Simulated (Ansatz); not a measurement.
# Sb under changes of volume

One of the cells (31.849 Å³/atom); the others are scaled copies at fixed shape and fractional positions:

```
CELL_PARAMETERS angstrom
4.52770 0.00000 0.00000
0.00000 4.42110 0.00000
-1.32052 0.00000 6.36435
ATOMIC_POSITIONS crystal
Sb 0.33993 0.25000 0.68367
Sb 0.93664 0.75000 0.76276
Sb 0.06336 0.25000 0.23724
Sb 0.66007 0.75000 0.31633
```

This isn't the form of Sb at room conditions, which is rhombohedral.

- Program: Ansatz 0.2.0
- Functional: PBEsol
- Potentials or basis: Ansatz PAW
- Cutoff: 420 eV (not typed: the program's choice for these potentials)
- k mesh: 6 × 6 × 4
- Occupations: fermi-dirac, width 0.05 eV
- Spin: no spin polarisation

```csv
volume (Å³/atom),energy over the lowest point (meV/atom),pressure (GPa),largest force (eV/Å)
29.938,0.80,0.8,0.368
30.575,0.00,-0.4,0.239
31.212,3.65,-1.4,0.136
31.849,11.24,-2.4,0.145
32.486,?,?,?
33.123,36.58,-3.9,0.351
33.760,53.60,-4.6,0.448
```

What does the run at 32.486 Å³/atom give?

Energy over the lowest point 22.34 meV/atom; pressure -3.2 GPa; largest force 0.248 eV/Å.

Worked out: A Birch-Murnaghan fit of order 3 (a polynomial in V^(-2/3)) to the other rows has its minimum at 30.36 Å³/atom with B0 = V·E''(V) = 55 GPa and B' = 4.6 at fixed shape and positions, which overstates the stiffness. It gives 22.35 meV/atom at 32.486 Å³/atom, against the run's 22.34, and -dE/dV = -3.2 GPa, against -3.2.

Energies are extrapolated to zero smearing.

Caveats: the PAW data sets come from PBE, with cores solved anew for the run's functional, which leaves a small shift of forces and pressure.
